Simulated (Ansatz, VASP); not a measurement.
## BN in two plane-wave programs

Wanted: the spread between two codes on one cell, functional and k mesh. The cell is taken from a series of runs on this material, whose earlier steps may have relaxed, scaled, displaced or heated it; both programs get it as it stands.

Method: plane waves, with VASP 6.6.1 beside it; dielectric response at LDA and dielectric response at PBEsol, in Ansatz 0.2.0.

### 1. Starting point

The structure is hexagonal, space group P6_3/mmc (No. 194). The conventional cell has a = 2.498 Å, b = 2.498 Å, c = 6.636 Å, α = 90.00°, β = 90.00°, γ = 120.00°. Nearest to B lie 3 N at 1.44 Å. Nearest to N lie 3 B at 1.44 Å. Farther neighbours and most contacts between anions are not listed.

Structure file:

```cif
data_structure
_symmetry_space_group_name_H-M 'P 1'
_symmetry_Int_Tables_number 1
_cell_length_a 2.4982
_cell_length_b 2.4982
_cell_length_c 6.6357
_cell_angle_alpha 90.000
_cell_angle_beta 90.000
_cell_angle_gamma 120.000
_cell_volume 35.87
loop_
_atom_site_label
_atom_site_type_symbol
_atom_site_fract_x
_atom_site_fract_y
_atom_site_fract_z
_atom_site_occupancy
B1 B 0.33333 0.66667 0.25000 1
B2 B 0.66667 0.33333 0.75000 1
N3 N 0.33333 0.66667 0.75000 1
N4 N 0.66667 0.33333 0.25000 1
```

### 2. VASP: dielectric response, LDA

The response to a field tests empty states and converges slowly with the mesh.

Lines of VASP's logs that name or quote its potential files are left out, and so is its time.

Input file INCAR:

```
SYSTEM = BN
PREC = Accurate
ENCUT = 520
EDIFF = 1E-08
NELM = 120
ISMEAR = 0
SIGMA = 0.01
LREAL = .FALSE.
ALGO = Normal
GGA = CA
NBANDS = 14
LORBIT = 11
LWAVE = .FALSE.
LCHARG = .FALSE.
ISIF = 2
LEPSILON = .TRUE.
LASPH = .TRUE.
GGA_COMPAT = .FALSE.
EFERMI = MIDGAP
KPAR = 2
```

Input file POSCAR:

```
BN
1.0
    2.4982400000      0.0000000000      0.0000000000
   -1.2491200000      2.1635393048      0.0000000000
    0.0000000000      0.0000000000      6.6357000000
B N
2 2
Direct
    0.3333333333      0.6666666667      0.2500000000
    0.6666666667      0.3333333333      0.7500000000
    0.3333333333      0.6666666667      0.7500000000
    0.6666666667      0.3333333333      0.2500000000
```

Input file KPOINTS:

```
Automatic mesh
0
Gamma
9 9 4
0 0 0
```

The projector-augmented-wave data sets are B and N (LDA family, release 64).

Launch:

```
$ mpirun -np 2 vasp_std
```

Numbers of over 12 decimals in the logs are rounded to 6 here.

Output:

```text
[banner, memory and clock lines left out]
running    2 mpi-ranks, on    1 nodes
 distrk:  each k-point on    1 cores,    2 groups
 distr:  one band on    1 cores,    1 groups

 POSCAR found type information on POSCAR B N
 POSCAR found :  2 types and       4 ions
 LDA part: xc-table for (Slater(with rela. corr.)+CA(PZ))
 , standard interpolation
 POSCAR, INCAR and KPOINTS ok, starting setup
 FFT: planning ... GRIDC
 FFT: planning ... GRID_SOFT
 FFT: planning ... GRID
 WAVECAR not read
 entering main loop
       N       E                     dE             d eps       ncg     rms          rms(c)
DAV:   1     0.499803225940E+02    0.49980E+02   -0.82587E+03  1016   0.106E+03
DAV:   2    -0.387805918568E+02   -0.88761E+02   -0.81595E+02  1444   0.231E+02
DAV:   3    -0.425603569030E+02   -0.37798E+01   -0.37509E+01  1344   0.454E+01
DAV:   4    -0.425875208885E+02   -0.27164E-01   -0.27161E-01  1146   0.441E+00
DAV:   5    -0.425878180568E+02   -0.29717E-03   -0.29700E-03  1350   0.449E-01    0.111E+01
DAV:   6    -0.390595448589E+02    0.35283E+01   -0.70762E+00  1146   0.206E+01    0.484E+00
DAV:   7    -0.386995387681E+02    0.36001E+00   -0.46923E-01  1266   0.518E+00    0.297E+00
DAV:   8    -0.385818243284E+02    0.11771E+00   -0.31520E-01  1188   0.393E+00    0.440E-01
DAV:   9    -0.385771449464E+02    0.46794E-02   -0.15940E-02  1152   0.100E+00    0.180E-01
DAV:  10    -0.385771319329E+02    0.13013E-04   -0.73928E-04  1248   0.216E-01    0.255E-02
DAV:  11    -0.385771478276E+02   -0.15895E-04   -0.27962E-05  1182   0.465E-02    0.181E-02
DAV:  12    -0.385771472973E+02    0.53027E-06   -0.71060E-06  1188   0.204E-02    0.125E-03
DAV:  13    -0.385771472814E+02    0.15892E-07   -0.37699E-07  1230   0.437E-03    0.526E-04
DAV:  14    -0.385771472865E+02   -0.50723E-08   -0.43546E-09   906   0.560E-04
   1 F= -.38577147E+02 E0= -.38577147E+02  d E =0.000000E+00
 Linear response reoptimize wavefunctions to high precision
DAV:   1    -0.385771472866E+02   -0.11391E-09   -0.47090E-10   864   0.185E-04
DAV:   2    -0.385771472866E+02   -0.40927E-11   -0.47887E-11   624   0.602E-05
 Linear response G [H, r] |phi>, progress :
  Direction:   1
       N       E                     dE             d eps       ncg     rms
RMM:   1    -0.582402533106E+02   -0.58240E+02    0.41850E+01  2121   0.675E+01
RMM:   2    -0.573700725495E+02    0.87018E+00   -0.25287E+00  1659   0.127E+01
RMM:   3    -0.573867863807E+02   -0.16714E-01   -0.22814E-02  1843   0.105E+00
RMM:   4    -0.573872608347E+02   -0.47445E-03   -0.26079E-04  1879   0.124E-01
RMM:   5    -0.573872715119E+02   -0.10677E-04   -0.76019E-06  1868   0.179E-02
RMM:   6    -0.573872720191E+02   -0.50716E-06   -0.59775E-08  1853   0.261E-03
RMM:   7    -0.573872720330E+02   -0.13932E-07    0.46976E-08  1718   0.510E-04
RMM:   8    -0.573872720290E+02    0.39673E-08    0.71303E-08  1342   0.187E-04
 Linear response G [H, r] |phi>, progress :
  Direction:   2
       N       E                     dE             d eps       ncg     rms
RMM:   1    -0.614659047221E+02   -0.61466E+02   -0.19584E+01  2037   0.640E+01
RMM:   2    -0.608720802836E+02    0.59382E+00   -0.17676E+00  1692   0.108E+01
RMM:   3    -0.608918334326E+02   -0.19753E-01   -0.17371E-02  1797   0.890E-01
RMM:   4    -0.608922696610E+02   -0.43623E-03   -0.19347E-04  1854   0.105E-01
RMM:   5    -0.608922783950E+02   -0.87340E-05   -0.49728E-06  1854   0.145E-02
RMM:   6    -0.608922787838E+02   -0.38879E-06    0.10978E-07  1838   0.204E-03
RMM:   7    -0.608922788070E+02   -0.23234E-07    0.47573E-08  1666   0.398E-04
RMM:   8    -0.608922788088E+02   -0.18309E-08    0.97035E-08  1302   0.169E-04
 Linear response G [H, r] |phi>, progress :
  Direction:   3
       N       E                     dE             d eps       ncg     rms
RMM:   1    -0.561149511994E+02   -0.56115E+02    0.10473E+02  1865   0.773E+01
RMM:   2    -0.586690513126E+02   -0.25541E+01   -0.18116E+00  1577   0.932E+00
RMM:   3    -0.586971214556E+02   -0.28070E-01   -0.41591E-02  1699   0.119E+00
RMM:   4    -0.586975565722E+02   -0.43512E-03   -0.60867E-04  1753   0.140E-01
RMM:   5    -0.586975669665E+02   -0.10394E-04   -0.14103E-05  1723   0.209E-02
RMM:   6    -0.586975672117E+02   -0.24516E-06   -0.44469E-07  1640   0.337E-03
RMM:   7    -0.586975672179E+02   -0.61899E-08   -0.42806E-08  1437   0.679E-04
 Linear response to external field (no local field effect), progress :
  Direction:   1
       N       E                     dE             d eps       ncg     rms          rms(c)
RMM:   1    -0.431240471610E+00   -0.43124E+00   -0.19806E+00  1995   0.301E+00
RMM:   2    -0.441513998544E+00   -0.10274E-01   -0.32588E-03  1717   0.278E-01
RMM:   3    -0.441543396308E+00   -0.29398E-04   -0.39282E-05  1791   0.252E-02
RMM:   4    -0.441543829717E+00   -0.43341E-06   -0.44747E-07  1820   0.283E-03
RMM:   5    -0.441543835300E+00   -0.55827E-08   -0.97032E-09  1544   0.350E-04
 change of polarisation eV/A/(eV/A) component  1 :     0.883     0.226    -0.024
 dielectric tensor                  component  1 :     5.455     1.142    -0.119
 Linear response to external field (no local field effect), progress :
  Direction:   2
       N       E                     dE             d eps       ncg     rms          rms(c)
RMM:   1    -0.340587676903E+00   -0.34059E+00   -0.13694E+00  1942   0.287E+00
RMM:   2    -0.348869944761E+00   -0.82823E-02   -0.23856E-03  1697   0.255E-01
RMM:   3    -0.348896273771E+00   -0.26329E-04   -0.33520E-05  1806   0.239E-02
RMM:   4    -0.348896696451E+00   -0.42268E-06   -0.41935E-07  1821   0.273E-03
RMM:   5    -0.348896701702E+00   -0.52513E-08   -0.97884E-09  1547   0.348E-04
 change of polarisation eV/A/(eV/A) component  2 :     0.226     0.698    -0.029
 dielectric tensor                  component  2 :     1.142     4.521    -0.146
 Linear response to external field (no local field effect), progress :
  Direction:   3
       N       E                     dE             d eps       ncg     rms          rms(c)
RMM:   1    -0.207487171925E+00   -0.20749E+00   -0.51750E-01  1929   0.235E+00
RMM:   2    -0.210967951773E+00   -0.34808E-02   -0.28528E-03  1637   0.331E-01
RMM:   3    -0.210992440619E+00   -0.24489E-04   -0.25409E-05  1673   0.229E-02
RMM:   4    -0.210992761328E+00   -0.32071E-06   -0.30577E-07  1655   0.256E-03
RMM:   5    -0.210992765165E+00   -0.38368E-08   -0.68876E-09  1433   0.287E-04
 change of polarisation eV/A/(eV/A) component  3 :    -0.024    -0.029     0.422
 dielectric tensor                  component  3 :    -0.119    -0.146     3.129
 Linear response to external field, progress :
  Direction:   1
       N       E                     dE             d eps       ncg     rms          rms(c)
RMM:   1    -0.386359713218E+00   -0.38636E+00   -0.16794E+00  4046   0.286E+00
RMM:   2    -0.395193083482E+00   -0.88334E-02   -0.27810E-03  3478   0.257E-01    0.841E-01
RMM:   3    -0.387542674488E+00    0.76504E-02   -0.59304E-03  3580   0.515E-01    0.487E-01
RMM:   4    -0.396610012239E+00   -0.90673E-02   -0.77812E-03  3588   0.588E-01    0.726E-02
RMM:   5    -0.398388801756E+00   -0.17788E-02   -0.11354E-04  3576   0.837E-02    0.672E-03
RMM:   6    -0.398456000835E+00   -0.67199E-04   -0.21204E-06  3851   0.989E-03    0.324E-03
RMM:   7    -0.398531765313E+00   -0.75764E-04   -0.15078E-07  3820   0.275E-03    0.360E-04
RMM:   8    -0.398538273677E+00   -0.65084E-05   -0.19958E-08  3642   0.245E-04    0.130E-04
RMM:   9    -0.398538540186E+00   -0.26651E-06   -0.91466E-09  3188   0.119E-04    0.793E-06
 change of polarisation eV/A/(eV/A) component  1 :     0.761     0.066     0.003
 dielectric tensor                  component  1 :     4.840     0.331     0.015
 Linear response to external field, progress :
  Direction:   2
       N       E                     dE             d eps       ncg     rms          rms(c)
RMM:   1    -0.386116165699E+00   -0.38612E+00   -0.16770E+00  4164   0.288E+00
RMM:   2    -0.395192201590E+00   -0.90760E-02   -0.28394E-03  3519   0.262E-01    0.841E-01
RMM:   3    -0.387538097091E+00    0.76541E-02   -0.58718E-03  3597   0.515E-01    0.486E-01
RMM:   4    -0.396607653711E+00   -0.90696E-02   -0.78605E-03  3668   0.589E-01    0.727E-02
RMM:   5    -0.398396458830E+00   -0.17888E-02   -0.11114E-04  3631   0.820E-02    0.676E-03
RMM:   6    -0.398450914501E+00   -0.54456E-04   -0.70482E-07  3849   0.972E-03    0.334E-03
RMM:   7    -0.398531395893E+00   -0.80481E-04   -0.14522E-07  3831   0.282E-03    0.356E-04
RMM:   8    -0.398537948754E+00   -0.65529E-05   -0.13140E-07  3685   0.252E-04    0.129E-04
RMM:   9    -0.398538515082E+00   -0.56633E-06    0.12791E-07  3211   0.110E-04    0.143E-05
RMM:  10    -0.398538590553E+00   -0.75472E-07    0.18880E-08  2141   0.316E-05    0.403E-06
 change of polarisation eV/A/(eV/A) component  2 :     0.066     0.761    -0.024
 dielectric tensor                  component  2 :     0.331     4.840    -0.121
 Linear response to external field, progress :
  Direction:   3
       N       E                     dE             d eps       ncg     rms          rms(c)
RMM:   1    -0.207487171925E+00   -0.20749E+00   -0.51750E-01  1929   0.235E+00
RMM:   2    -0.210967921652E+00   -0.34807E-02   -0.28525E-03  1637   0.331E-01    0.667E-01
RMM:   3    -0.184325090540E+00    0.26643E-01   -0.20582E-02  1487   0.858E-01    0.338E-01
RMM:   4    -0.184710383840E+00   -0.38529E-03   -0.19388E-02  1617   0.799E-01    0.973E-02
RMM:   5    -0.187651890924E+00   -0.29415E-02   -0.46446E-04  1627   0.128E-01    0.925E-03
RMM:   6    -0.187777562369E+00   -0.12567E-03   -0.20770E-05  1705   0.201E-02    0.447E-03
RMM:   7    -0.187869125755E+00   -0.91563E-04   -0.78745E-07  1661   0.481E-03    0.115E-03
RMM:   8    -0.187880430798E+00   -0.11305E-04   -0.11667E-07  1678   0.178E-03    0.317E-04
RMM:   9    -0.187877402461E+00    0.30283E-05   -0.70039E-09  1652   0.490E-04    0.202E-05
RMM:  10    -0.187877547375E+00   -0.14491E-06   -0.27379E-10  1182   0.662E-05    0.109E-05
RMM:  11    -0.187877503218E+00    0.44157E-07   -0.28051E-11   801   0.345E-05    0.946E-07
 change of polarisation eV/A/(eV/A) component  3 :    -0.023    -0.029     0.348
 dielectric tensor                  component  3 :    -0.118    -0.145     2.757
 Born effective charges drift removed
```

From OUTCAR (step 2):

```text
ion  position               nearest neighbor table
   1  0.333  0.667  0.250-   4 1.44   4 1.44   4 1.44
   2  0.667  0.333  0.750-   3 1.44   3 1.44   3 1.44
   3  0.333  0.667  0.750-   2 1.44   2 1.44   2 1.44
   4  0.667  0.333  0.250-   1 1.44   1 1.44   1 1.44

  LATTYP: Found a hexagonal cell.
 ALAT       =     2.4982400000
 C/A-ratio  =     2.6561499296

 Subroutine GETGRP returns: Found 24 space group operations
 (whereof 12 operations were pure point group operations)

The static configuration has the point symmetry D_3d.
 The point group associated with its full space group is D_6h.

 Found     36 irreducible k-points:

   k-points           NKPTS =     36   k-points in BZ     NKDIM =     36   number of bands    NBANDS=     14

   dimension x,y,z NGX =    20 NGY =   20 NGZ =   50
   dimension x,y,z NGXF=    40 NGYF=   40 NGZF=  100

   ENCUT  =  520.0 eV  38.22 Ry    6.18 a.u.   4.65  4.65 12.34*2*pi/ulx,y,z

   NELECT =      16.0000    total number of electrons

 k-points in reciprocal lattice and weights: Automatic mesh
   0.00000000  0.00000000  0.00000000       0.003
   0.11111111  0.00000000  0.00000000       0.019
   0.22222222  0.00000000  0.00000000       0.019
   0.33333333  0.00000000  0.00000000       0.019
   0.44444444  0.00000000  0.00000000       0.019
   0.11111111  0.11111111  0.00000000       0.019
   0.22222222  0.11111111  0.00000000       0.037
   0.33333333  0.11111111  0.00000000       0.037
   0.44444444  0.11111111  0.00000000       0.019
[...]
0.33333333  0.22222222  0.50000000       0.037
   0.33333333  0.33333333  0.50000000       0.006

 average (electrostatic) potential at core
       1 -34.1448       2 -34.1448       3 -64.7149       4 -64.7149

  Total       -0.7581964     -0.7581964     -0.1589900      0.0000000     -0.0000000      0.0000000
  in kB      -33.8693292    -33.8693292     -7.1022300      0.0000000     -0.0000000      0.0000000
  external PRESSURE =     -24.9469628 kB  Pullay stress =       0.0000000 kB

  energy-cutoff  :      520.00
  volume of cell :       35.87
      direct lattice vectors                 reciprocal lattice vectors
     2.498240000  0.000000000  0.000000000     0.400281798  0.231102804  0.000000000
    -1.249120000  2.163539305  0.000000000     0.000000000  0.462205608  0.000000000
     0.000000000  0.000000000  6.635700000     0.000000000  0.000000000  0.150700002

 POSITION                                       TOTAL-FORCE (eV/Angst)
 -----------------------------------------------------------------------------------
     -0.00000      1.44236      1.65892        -0.000000      0.000000      0.000000
      1.24912      0.72118      4.97677         0.000000     -0.000000      0.000000
     -0.00000      1.44236      4.97677         0.000000     -0.000000      0.000000
      1.24912      0.72118      1.65892        -0.000000      0.000000      0.000000
 -----------------------------------------------------------------------------------
    total drift:                                0.000000     -0.000000      0.000000

 MACROSCOPIC STATIC DIELECTRIC TENSOR (including local field effects in DFT)
 ------------------------------------------------------
           4.840481    -0.000000     0.000000
           0.000000     4.840481     0.000000
           0.000000    -0.000000     2.756747
 ------------------------------------------------------

 PIEZOELECTRIC TENSOR (including local field effects)  for field in x, y, z        (C/m^2)
          XX          YY          ZZ          XY          YZ          ZX
  --------------------------------------------------------------------------------
  x     0.00000     0.00000     0.00000     0.00000     0.00000     0.00000
  y     0.00000     0.00000     0.00000     0.00000     0.00000     0.00000
  z     0.00000     0.00000     0.00000     0.00000     0.00000     0.00000

 BORN EFFECTIVE CHARGES (including local field effects) (in |e|, cummulative output)
 ---------------------------------------------------------------------------------
 ion    1
    1     2.70685     0.00000     0.00000
    2     0.00000     2.70685     0.00000
    3     0.00000     0.00000     0.76351
 ion    2
    1     2.70685     0.00000     0.00000
    2     0.00000     2.70685     0.00000
    3     0.00000     0.00000     0.76351
 ion    3
    1    -2.70685     0.00000     0.00000
    2     0.00000    -2.70685     0.00000
    3     0.00000     0.00000    -0.76351
 ion    4
    1    -2.70685     0.00000     0.00000
    2     0.00000    -2.70685     0.00000
    3    -0.00000     0.00000    -0.76351
```

[end of part 1 of 2]

[Lines on the potential files, build, host, timing and source positions are cut from VASP's logs without a mark.]

[Logs are printed without paths, hosts, clocks, repeated set-up lines and the standing remarks that a program may print on its own settings, such as how far it seeks lower states.]

[Hosts, paths, dates, database ids (printed as entryN), source tags and the programs' standing remarks are cut or masked in the printed files.]
